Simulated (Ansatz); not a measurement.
# Sn, one cell by several methods

```yaml
crystal:
  lattice:
    - [-1.72654, 1.77555, 2.33834]
    - [1.72654, -1.77555, 2.33834]
    - [1.72654, 1.77555, -2.33834]
  atoms:
    - { symbol: Sn, position: [0.00000, 0.00000, 0.00000] }
```

Structure from Materials Project entry mp-623511 (possibly hypothetical), not relaxed further.

No spin–orbit coupling, which matters for the heavy atoms here.

Methods: DFT, PBEsol, PAW with Ansatz's default frozen-core files, scalar-relativistic (Ansatz 0.2.0); DFT, PBEsol, all-electron PAW with datasets made for the crystal, scalar-relativistic (Ansatz 0.2.0); DFT, PBEsol, all-electron LAPW, scalar-relativistic (Ansatz 0.2.0).

For PAW: a Γ-centred 16×16×16 k mesh, Fermi–Dirac smearing of 0.03 eV, cutoff 420 eV, no spin polarisation; the PAW files were made with PBE, and the program remakes their frozen cores for this functional. The crystal-made all-electron datasets (AE datasets) take a cutoff of 240 eV at this cell. LAPW targets a basis error of 1 meV/atom. The Ansatz runs share mesh, smearing and spin set-up. Plane-wave (PAW) pressures include the program's estimate of the Pulay term.

Stress and pressure are positive in compression.

Levels count from the Fermi level.

```csv
quantity,PAW,AE datasets,LAPW
pressure (GPa),-3.57,-3.58,-3.57
stress xx (GPa),-3.23,-3.24,-3.23
stress yy (GPa),-3.78,-3.78,-3.78
stress zz (GPa),-3.70,-3.71,-3.70
highest filled level at Γ (eV),-10.773,-10.773,-10.773
lowest empty level at Γ (eV),7.017,7.017,7.017
highest filled level at X (eV),-3.072,-3.072,-3.072
lowest empty level at X (eV),1.213,1.213,1.213
```

PAW's pressure differs from the LAPW value by about 0.01 GPa or less. Datasets made for the crystal and LAPW share parts of one code, so their agreement isn't an independent check.
